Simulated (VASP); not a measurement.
# SrTiO3 (Tausonite) (Pm-3m) in VASP: further runs

One crystal, SrTiO3 (Tausonite), is run at these levels: r2SCAN, PBE+D3(BJ); tasks: relaxation of the atoms, relaxation of cell and atoms.

Everything below comes from runs of VASP 6.6.1. Logs are shortened: lines on timing, memory, paths and dates and some standing lists are left out, and cuts for length are marked.

## 1. The crystal as given

Symmetry: Pm-3m, No. 221, cubic system. The conventional cell has a = 3.905 Å, b = 3.905 Å, c = 3.905 Å, α = 90.00°, β = 90.00°, γ = 90.00°. Around Sr (site symmetry m-3m) lie 12 O at 2.76 Å. Around Ti (site symmetry m-3m) lie 6 O at 1.95 Å. O (site symmetry 4/mmm) has 2 Ti at 1.95 Å as nearest neighbours.

## 2. Relaxation of the atoms, r2SCAN (a relaxed cell with its volume scaled by 1.06)

The input, INCAR:

```
  PREC = Accurate
  ENCUT = 600
  EDIFF = 1E-7
  ISMEAR = 0
  SIGMA = 0.03
  LREAL = False
  LASPH = True
  NELM = 80
  ALGO = Normal
  ISIF = 2
  LWAVE = False
  LCHARG = False
  METAGGA = R2SCAN
  LMIXTAU = True
  IBRION = 2
  NSW = 40
  EDIFFG = -0.01
```

The input, KPOINTS:

```
regular mesh
0
Gamma
  8 8 8
```

The input, POSCAR:

```
SrTiO3                                  
1.0
    3.9889255222      0.0000000000      0.0000000000
    0.0000000000      3.9889255222      0.0000000000
    0.0000000000      0.0000000000      3.9889255222
  Sr              Ti              O             
     1     1     3
Direct
     0.5000000000000000    0.5000000000000000    0.5000000000000000
     0.0000000000000000    0.0000000000000000    0.0000000000000000
     0.5000000000000000    0.0000000000000000    0.0000000000000000
     0.0000000000000000    0.5000000000000000    0.0000000000000000
     0.0000000000000000    0.0000000000000000    0.5000000000000000
```

Potentials or basis: VASP PAW PBE potentials, release 64 (Sr_sv, Ti_sv, O).

Started as:

```sh
> cat potpaw_PBE.64/Sr_sv/POTCAR potpaw_PBE.64/Ti_sv/POTCAR potpaw_PBE.64/O/POTCAR > POTCAR
> mpirun -np 1 vasp_std > vasp.out
```

OUTCAR:

```text
PREC = Accurate
   ENCUT = 600
   EDIFF = 1E-7
   ISMEAR = 0
   LREAL = False
   LASPH = True
   NELM = 80
   ISIF = 2
   METAGGA = R2SCAN
   IBRION = 2
   NSW = 40
   EDIFFG = -0.01

 ion  position               nearest neighbor table
   1  0.500  0.500  0.500-   3 2.82   4 2.82   5 2.82   3 2.82   4 2.82   3 2.82   5 2.82   3 2.82
                             4 2.82   5 2.82   4 2.82   5 2.82   2 3.45   2 3.45   2 3.45   2 3.45
   2  0.000  0.000  0.000-   3 1.99   4 1.99   5 1.99   5 1.99   4 1.99   3 1.99   1 3.45   1 3.45
                             1 3.45   1 3.45   1 3.45   1 3.45   1 3.45   1 3.45
   3  0.500  0.000  0.000-   2 1.99   2 1.99   1 2.82   1 2.82   1 2.82   1 2.82
   4  0.000  0.500  0.000-   2 1.99   2 1.99   1 2.82   1 2.82   1 2.82   1 2.82
   5  0.000  0.000  0.500-   2 1.99   2 1.99   1 2.82   1 2.82   1 2.82   1 2.82

  LATTYP: Found a simple cubic cell.
 ALAT       =     3.9889255222

  Lattice vectors:

 A1 = (   3.9889255222,   0.0000000000,   0.0000000000)
 A2 = (   0.0000000000,   3.9889255222,   0.0000000000)
 A3 = (   0.0000000000,   0.0000000000,   3.9889255222)

Analysis of symmetry for initial positions (statically):
=====================================================================
 Subroutine PRICEL returns:
 Original cell was already a primitive cell.

 Routine SETGRP: Setting up the symmetry group for a
 simple cubic supercell.

 Subroutine GETGRP returns: Found 48 space group operations
 (whereof 48 operations were pure point group operations)
 out of a pool of 48 trial point group operations.

The static configuration has the point symmetry O_h .

Analysis of symmetry for dynamics (positions and initial velocities):
=====================================================================
 Subroutine PRICEL returns:
 Original cell was already a primitive cell.

 Routine SETGRP: Setting up the symmetry group for a
 simple cubic supercell.

 Subroutine GETGRP returns: Found 48 space group operations
 (whereof 48 operations were pure point group operations)
 out of a pool of 48 trial point group operations.

The dynamic configuration has the point symmetry O_h .

 Subroutine INISYM returns: Found 48 space group operations
 (whereof 48 operations are pure point group operations),
 and found     1 'primitive' translations

----------------------------------------------------------------------------------------

                                     Primitive cell

  volume of cell :      63.4699

  direct lattice vectors                    reciprocal lattice vectors
     3.988925522  0.000000000  0.000000000     0.250694076  0.000000000  0.000000000
     0.000000000  3.988925522  0.000000000     0.000000000  0.250694076  0.000000000
     0.000000000  0.000000000  3.988925522     0.000000000  0.000000000  0.250694076

  length of vectors
     3.988925522  3.988925522  3.988925522     0.250694076  0.250694076  0.250694076

  position of ions in fractional coordinates (direct lattice)
     0.500000000  0.500000000  0.500000000
     0.000000000  0.000000000  0.000000000
     0.500000000  0.000000000  0.000000000
     0.000000000  0.500000000  0.000000000
     0.000000000  0.000000000  0.500000000

  ion indices of the primitive-cell ions
   primitive index   ion index
                 1           1
                 2           2
                 3           3
                 4           4
                 5           5

----------------------------------------------------------------------------------------

 KPOINTS: regular mesh

Automatic generation of k-mesh.
 Grid dimensions read from file:
 generate k-points for:    8    8    8

 Generating k-lattice:

  Cartesian coordinates                     Fractional coordinates (reciprocal lattice)
     0.031336760  0.000000000  0.000000000     0.125000000  0.000000000  0.000000000
     0.000000000  0.031336760  0.000000000     0.000000000  0.125000000  0.000000000
     0.000000000  0.000000000  0.031336760     0.000000000  0.000000000  0.125000000

  Length of vectors
     0.031336760  0.031336760  0.031336760

  Shift w.r.t. Gamma in fractional coordinates (k-lattice)
     0.000000000  0.000000000  0.000000000

 Subroutine IBZKPT returns following result:
 ===========================================

 Found     35 irreducible k-points:

 Following reciprocal coordinates:
            Coordinates               Weight
  0.000000  0.000000  0.000000      1.000000
  0.125000  0.000000  0.000000      6.000000
  0.250000  0.000000  0.000000      6.000000
  0.375000  0.000000  0.000000      6.000000
  0.500000  0.000000  0.000000      3.000000
  0.125000  0.125000  0.000000     12.000000
[... 16 lines left out ...]
  0.375000  0.375000  0.125000     24.000000
  0.500000  0.375000  0.125000     24.000000
 [... further k-points ...]
   k-points           NKPTS =     35   k-points in BZ     NKDIM =     35   number of bands    NBANDS=     24
   number of dos      NEDOS =    301   number of ions     NIONS =      5
   total plane-waves  NPLWV =  32768
   dimension x,y,z NGX =    32 NGY =   32 NGZ =   32
   dimension x,y,z NGXF=    64 NGYF=   64 NGZF=   64
   ions per type =               1   1   3
   NGX,Y,Z   is equivalent  to a cutoff of  13.34, 13.34, 13.34 a.u.
   NGXF,Y,Z  is equivalent  to a cutoff of  26.67, 26.67, 26.67 a.u.
 SYSTEM =  unknown system
   PREC   = accura    normal or accurate (medium, high low for compatibility)
   ISTART =      0    job   : 0-new  1-cont  2-samecut
   ICHARG =      2    charge: 1-file 2-atom 10-const
   ISPIN  =      1    spin polarized calculation?
   LNONCOLLINEAR =      F non collinear calculations
   LSORBIT =      F    spin-orbit coupling
   LASPH  =      T    aspherical Exc in radial PAW
   ENCUT  =  600.0 eV  44.10 Ry    6.64 a.u.   7.97  7.97  7.97*2*pi/ulx,y,z
   NELM   =     80;   NELMIN=  2; NELMDL= -5     # of ELM steps
   EDIFF  = 0.1E-06   stopping-criterion for ELM
   LREAL  =      F    real-space projection
   EDIFFG = -.1E-01   stopping-criterion for IOM
   NSW    =     40    number of steps for IOM
   IBRION =      2    ionic relax: 0-MD 1-quasi-New 2-CG
   NFREE  =      1    steps in history (QN), initial steepest desc. (CG)
   ISIF   =      2    stress and relaxation
   ISYM   =      2    0-nonsym 1-usesym 2-fastsym
   POTIM  = 0.5000    time-step for ionic-motion
   TEBEG  =    0.0;   TEEND  =   0.0 temperature during run
   PSTRESS=    0.0 pullay stress
   NELECT =      40.0000    total number of electrons
   NUPDOWN=      -1.0000    fix difference up-down
   EMIN   =  10.00;   EMAX   =-10.00  energy-range for DOS
   EFERMI =   0.00;   METHOD = LEGACY
   ISMEAR =     0;   SIGMA  =   0.03  broadening in eV -4-tet -1-fermi 0-gaus
   EFERMI_NEDOS =   21; number of points for ismear=-14 and -15
   IALGO  =     38    algorithm
   IMIX   =      4    mixing-type and parameters
     AMIX     =   0.40;   BMIX     =  1.00
     AMIX_MAG =   1.60;   BMIX_MAG =  1.00
  volume/ion in A,a.u.               =      12.69        85.66
  Fermi-wavevector in a.u.,A,eV,Ry     =   1.403586  2.652392 26.804192  1.970053
  Thomas-Fermi vector in A             =   2.526233
   LORBIT       =      0    0 simple, 1 ext, 2 COOP (PROOUT), +10 PAW based schemes
   METAGGA = R2SCAN    functional components
   LHFCALC =     F    Hartree Fock is set to
   AEXX    =    0.0000 exact exchange contribution
   IVDW    =     0    specifies the selected vdW correction
   LEPSILON=     F    determine dielectric tensor
   LRPA    =     F    only Hartree local field effects (RPA)
 conjugate gradient relaxation of ions
 non-spin polarized calculation
 Gauss-broadening in eV      SIGMA  =   0.03
  energy-cutoff  :      600.00
  volume of cell :       63.47
 maximum number of plane-waves:      2176
 NGX is ok and might be reduce to    32
   NGX = 15   NGY = 15   NGZ = 15

 number of electron      39.9999989 magnetization

 Free energy of the ion-electron system (eV)
  ---------------------------------------------------
  ext. energy  EPLUGINS =         0.00000000
  ---------------------------------------------------
  free energy    TOTEN  =       -63.23292443 eV

  energy without entropy =      -63.23292443  energy(sigma->0) =      -63.23292443

 E-fermi :   3.6583     XC(G=0): -11.5721

 val. band max:        3.3400002964   @ k =   0.5000   0.5000   0.5000
 cond. band min:       5.4723619733   @ k =   0.0000   0.0000   0.0000
 fundamental gap:      2.1323616769
 Fermi energy:         3.6583169467

 k-point     1 :       0.0000    0.0000    0.0000
  band No.  band energies     occupation
      1     -55.6217      2.00000
      2     -30.7772      2.00000
      3     -30.7772      2.00000
      4     -30.7772      2.00000
      5     -30.7344      2.00000
      6     -14.8485      2.00000
[... 16 lines left out ...]
     23       5.4724      0.00000
     24       7.4747      0.00000

 k-point     2 :       0.1250    0.0000    0.0000
  band No.  band energies     occupation
      1     -55.6216      2.00000
      2     -30.8013      2.00000
      3     -30.7769      2.00000
      4     -30.7769      2.00000
      5     -30.7164      2.00000
      6     -14.8436      2.00000
[... 16 lines left out ...]
     23       5.7735      0.00000
     24       7.4760      0.00000

 k-point     3 :       0.2500    0.0000    0.0000
  band No.  band energies     occupation
      1     -55.6212      2.00000
      2     -30.8387      2.00000
      3     -30.7762      2.00000
      4     -30.7761      2.00000
      5     -30.6935      2.00000
      6     -14.8701      2.00000
[... 16 lines left out ...]
     23       6.3993      0.00000
     24       7.4788      0.00000
[... 514 lines left out ...]
 k-point    23 :       0.3750    0.3750    0.1250
  band No.  band energies     occupation
      1     -55.6196      2.00000
      2     -30.8369      2.00000
      3     -30.8250      2.00000
      4     -30.7825      2.00000
      5     -30.6938      2.00000
      6     -14.4340      2.00000
[... 16 lines left out ...]
     23       7.4110      0.00000
     24       8.8436      0.00000

 k-point    24 :       0.5000    0.3750    0.1250
  band No.  band energies     occupation
      1     -55.6194      2.00000
      2     -30.8401      2.00000
      3     -30.8247      2.00000
      4     -30.7820      2.00000
      5     -30.6972      2.00000
      6     -14.3568      2.00000
[... 16 lines left out ...]
     23       7.5428      0.00000
     24       8.8777      0.00000

 [... further k-points ...]

------------------------ aborting loop because EDIFF is reached ----------------------------------------

  FORCE on cell =-STRESS in cart. coord.  units (eV):
  Direction    XX          YY          ZZ          XY          YZ          ZX
  --------------------------------------------------------------------------------------
  -------------------------------------------------------------------------------------
  Total       -3.8411537     -3.8411537     -3.8411537     -0.0000000      0.0000000     -0.0000000
  in kB      -96.9626510    -96.9626510    -96.9626510     -0.0000000      0.0000000     -0.0000000
  external PRESSURE =     -96.9626510 kB  Pullay stress =       0.0000000 kB

 VOLUME and BASIS-vectors are now :
 -----------------------------------------------------------------------------
  energy-cutoff  :      600.00
  volume of cell :       63.47
      direct lattice vectors                 reciprocal lattice vectors
     3.988925522  0.000000000  0.000000000     0.250694076  0.000000000  0.000000000
     0.000000000  3.988925522  0.000000000     0.000000000  0.250694076  0.000000000
     0.000000000  0.000000000  3.988925522     0.000000000  0.000000000  0.250694076

 POSITION                                       TOTAL-FORCE (eV/Angst)
 -----------------------------------------------------------------------------------
      1.99446      1.99446      1.99446         0.000000      0.000000      0.000000
      0.00000      0.00000      0.00000         0.000000      0.000000      0.000000
      1.99446      0.00000      0.00000         0.000000      0.000000      0.000000
      0.00000      1.99446      0.00000         0.000000      0.000000      0.000000
      0.00000      0.00000      1.99446         0.000000      0.000000      0.000000
 -----------------------------------------------------------------------------------
    total drift:                                0.000000      0.000000     -0.000000

  FREE ENERGIE OF THE ION-ELECTRON SYSTEM (eV)
  ---------------------------------------------------
  free  energy   TOTEN  =       -63.2329244282 eV

  energy  without entropy=      -63.2329244282  energy(sigma->0) =      -63.23292443

 reached required accuracy - stopping structural energy minimisation
```

Run time: 3 min. Hardware: 1 thread of Intel Xeon Platinum 8488C (Sapphire Rapids), shared host; peak memory 0.24 GiB.

What came out:

| Item | Value |
| --- | --- |
| Free energy | -63.2329 eV |
| Pressure after relaxing | -9.7 GPa |
| Band gap on the k mesh | 2.13 eV, indirect (least direct gap 2.54 eV) |

Final structure:
```
Sr Ti O
1.0
     3.98893    0.00000    0.00000
     0.00000    3.98893    0.00000
     0.00000    0.00000    3.98893
Sr Ti O
1 1 3
Direct
  0.50000 0.50000 0.50000
  0.00000 0.00000 0.00000
  0.50000 0.00000 0.00000
  0.00000 0.50000 0.00000
  0.00000 0.00000 0.50000
```

Caveat: the relaxation stopped at its first step, so nothing moved; the PAW data sets were made with another functional, which shifts forces and pressure a little. A k mesh can miss the band edges.

(Continued in part 2 of 2.)
